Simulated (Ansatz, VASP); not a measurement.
# One calculation of Ru, two programs

Contents of INCAR:

```
PREC = Accurate ; ENCUT = 520
EDIFF = 1E-6 ; ISMEAR = -1
SIGMA = 0.1 ; LREAL = False
LASPH = True ; NELM = 60
ALGO = Normal ; ISIF = 2
LWAVE = False ; LCHARG = True
GGA = PS ; LELF = True
LVHAR = True ; NBANDS = 13
```

KPOINTS

```
regular mesh
0
Gamma
  15 15 15
```

Contents of POSCAR:

```
Ru
1.0
    2.3500998198      0.0000000000      0.0000000000
    0.0000000000      2.3500998198      0.0000000000
    0.0000000000      0.0000000000      2.3500998198
Ru
1
Direct
    0.0000000000      0.0000000000      0.0000000000
```

Input for Ansatz:

```yaml
crystal:
  lattice:
    - [2.3500998198, 0.0, 0.0]
    - [0.0, 2.3500998198, 0.0]
    - [0.0, 0.0, 2.3500998198]
  atoms:
    - { symbol: Ru, position: [0.0, 0.0, 0.0] }
kpoints:
  mp_grid: { grid: [15, 15, 15] }
scf:
  occupations: { method: fermi_dirac, width: 0.1 }
hamiltonian:
  xc: pbesol
  pseudopotentials: { kind: all_electron, lapw: { basis_error: 0.001 } }
output:
  forces: true
  stress: true
  eigenvalues: true
  populations: true
```

Change from the starting cell: volume scaled by 0.85, LAPW.

Alike in both runs: task single point; functional PBEsol; k mesh 15 × 15 × 15; occupations fermi-dirac, width 0.1 eV; no spin polarisation.

|  | VASP | Ansatz |
| --- | --- | --- |
| version | VASP 6.6.1 | Ansatz 0.2.0 |
| potentials or method | VASP PAW PBE potentials, release 64 (Ru_pv) | all-electron LAPW, scalar-relativistic |
| plane-wave cutoff (eV) | 520 | see its input |

VASP gave:

| Quantity | Value |
| --- | --- |
| pressure (GPa) | 59.5 |

Question: Estimate Ansatz's values.

Answer: Pressure (GPa): 58.6.

Ansatz ran all-electron here, so the differences hold the error of VASP's frozen core and of both bases.

Caveats: so large a pressure means that the cell lies far from this level's equilibrium, or that cutoff or potentials fall short (VASP); the potentials were made for another functional, which shifts forces and pressure (VASP).
